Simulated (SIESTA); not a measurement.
**GaP: band structure with vdW-DF-cx**

**Experimental background.**

“Stacking defects in GaP nanowires: Electronic structure and optical properties”, 2018, arxiv:1810.01194 quotes, for a bulk crystal of GaP at 10 K: band gap 2.34 eV (indirect).

The system is GaP.

```xyz
2
Lattice="0.0000 2.7252 2.7252 2.7252 0.0000 2.7252 2.7252 2.7252 0.0000" Properties=species:S:1:pos:R:3 pbc="T T T"
Ga    0.0000    0.0000    0.0000
P     4.0879    4.0879    4.0879
```

```
Program             : SIESTA 5.4.2
Task                : band structure
Functional          : vdW-DF-cx
Potentials or basis : PseudoDojo 0.4 standard (PBE files)
Basis               : DZP (energy shift 0.003 Ry; two zetas on semicore shells)
Grid cutoff         : 800 Ry
Energy shift        : 0.003 Ry
k mesh              : 8 × 8 × 8
Occupations         : fermi-dirac, width 0.05 eV
Spin                : no spin polarisation
```

| Item | Value |
| --- | --- |
| Pressure | 1.5 GPa |
| Band gap on the k mesh | 1.58 eV, indirect (least direct gap 1.96 eV) |
| Band gap along the path | 1.53 eV, indirect (least direct gap 1.96 eV) |

Levels at the corners of the path, in eV from the valence-band top:
```
point  band 6  band 7  band 8  band 9  band 10  band 11  band 12  band 13
    Γ  -12.53    0.00    0.00    0.00     1.96     3.82     3.82     3.82
    X   -9.56   -6.85   -2.75   -2.75     1.58     1.77    10.77    10.77
    W   -9.46   -6.64   -3.63   -3.51     4.75     5.09     6.11     6.22
    K   -9.60   -6.64   -4.02   -2.30     2.14     4.85     8.30     8.52
    Γ  -12.53    0.00    0.00    0.00     1.96     3.82     3.82     3.82
    L  -10.48   -6.73   -1.14   -1.14     1.63     4.68     4.68     9.18
    U   -9.60   -6.64   -4.02   -2.30     2.14     4.85     8.30     8.52
    W   -9.46   -6.64   -3.63   -3.51     4.75     5.09     6.11     6.22
    L  -10.48   -6.73   -1.14   -1.14     1.63     4.68     4.68     9.18
    K   -9.60   -6.64   -4.02   -2.30     2.14     4.85     8.30     8.52
    U   -9.60   -6.64   -4.02   -2.30     2.14     4.85     8.30     8.52
    X   -9.56   -6.85   -2.75   -2.75     1.58     1.77    10.77    10.77
```

Run time: 60 s on 1 thread of Intel(R) Xeon(R) 6975P-C (Granite Rapids), with other jobs on the host, peak memory 0.45 GiB.

A measured gap of GaP is 2.34 eV (indirect; 10 K; quoted in “Stacking defects in GaP nanowires: Electronic structure and optical properties”, 2018, arxiv:1810.01194); the calculated 1.53 eV misses it by -0.81 eV. Spin-orbit coupling on Ga is left out. The value is that of vdW-DF-cx in an atomic basis (PseudoDojo 0.4 standard (PBE files), DZP (energy shift 0.003 Ry; two zetas on semicore shells)), whose error adds to the functional's,, without temperature or zero-point motion.

Caveat: the potentials were made for another functional, which shifts forces and pressure; the basis of atomic orbitals isn't converged, which shifts pressures, moduli and gaps.
